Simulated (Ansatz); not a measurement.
# CdSe (4H polytype): the band gap by level of theory

All numbers come from Ansatz 0.2.0. (Calculated; spin-unpolarised; the phase may be known or hypothetical.)

Structure: CdSe in the 4H polytype structure, at its r2SCAN minimum. The symmetry is P6_3mc (No. 186, hexagonal); a = 4.339 Å, c = 14.159 Å in the conventional setting, 28.86 Å³ an atom. Cd is surrounded by 4 Se at 2.65–2.66 Å; Cd is surrounded by 4 Se at 2.66 Å; Se is surrounded by 4 Cd at 2.66 Å; Se is surrounded by 4 Cd at 2.65–2.66 Å.

```xyz
8
Lattice="4.3393 0.0000 0.0000 -2.1696 3.7579 0.0000 0.0000 0.0000 14.1587" Properties=species:S:1:pos:R:3 pbc="T T T"
Cd    0.0000    0.0000   -0.0029
Cd    0.0000    2.5053    3.5391
Cd    0.0000    0.0000    7.0765
Cd    2.1696    1.2526   10.6185
Se    0.0000    0.0000    2.6548
Se    0.0000    2.5053    6.1978
Se    0.0000    0.0000    9.7341
Se    2.1696    1.2526   13.2772
```

Relaxed lattice by functional, symmetry kept:

| functional | k mesh | a (Å) | c (Å) | volume (Å³/atom) |
| --- | --- | --- | --- | --- |
| PBE | 6×6×2 | 4.383 | 14.305 | 29.75 |
| r2SCAN | 6×6×2 | 4.339 | 14.159 | 28.86 |
| PBEsol | 6×6×2 | 4.302 | 14.040 | 28.13 |
| LDA | 6×6×2 | 4.249 | 13.873 | 27.12 |

Band edges at fixed r2SCAN geometry:

| level | k mesh | gap (eV) | kind | edges | least direct gap (eV) | rough cost |
| --- | --- | --- | --- | --- | --- | --- |
| LDA | 12×12×2 | 0.31 | direct | Γ | 0.31 | 90 core-seconds |
| PBE | 12×12×2 | 0.58 | direct | Γ | 0.58 | 2.8 core-minutes |
| r2SCAN | 12×12×2 | 1.07 | direct | Γ | 1.07 | 2.7 core-minutes |
| HSE06 | 6×6×2 | 1.51 | direct | Γ | 1.51 | 30 core-minutes |
| PBE0 | 6×6×2 | 2.11 | direct | Γ | 2.11 | 30 core-minutes |

PBE: smearing of 0.02 eV; the others have fixed occupations.
Wave cutoffs: 420 eV, 500 eV (r2SCAN).
Costs come from shared machines and give only the order; PBE's includes the band path. The runs had 4 threads of Intel(R) Xeon(R) Processor @ 2.70GHz, with other jobs on the host.

With HSE06 the gap is 1.51 eV and direct, at Γ.

r2SCAN covers 52 % of the step from PBE to HSE06, while HSE06 needs about 11 times r2SCAN's cost (on a coarser mesh). Among these functionals the gap stays direct.

PBE (ground state on 6×6×2): The electronic dielectric tensor ε∞ is 7.6 along all three axes, to this precision. Born charges, averaged over directions: Cd +2.25, Se -2.25 e. The program warns that the response isn't settled on this k mesh.

On the PBEsol cell (a = 4.302 Å, c = 14.040 Å), with PBEsol: The zone-centre optical frequencies run from 27 to 194 cm⁻¹, none imaginary (the rest of the zone wasn't tested). With the long-range field the highest mode reaches 199 cm⁻¹. The program warns that the force constants, and all that is formed from them, aren't settled on this k mesh. The electronic dielectric tensor ε∞ is 7.81 along x and y, 7.86 along z. With the ions relaxed, ε⁰ is 11.0 along x and y, 11.3 along z. Born charges, averaged over directions: Cd +2.21, Se -2.21 e.

The runs are scalar-relativistic, without spin-orbit coupling.

The meshes of the hybrids are coarse, so their gaps aren't converged to the digits shown.
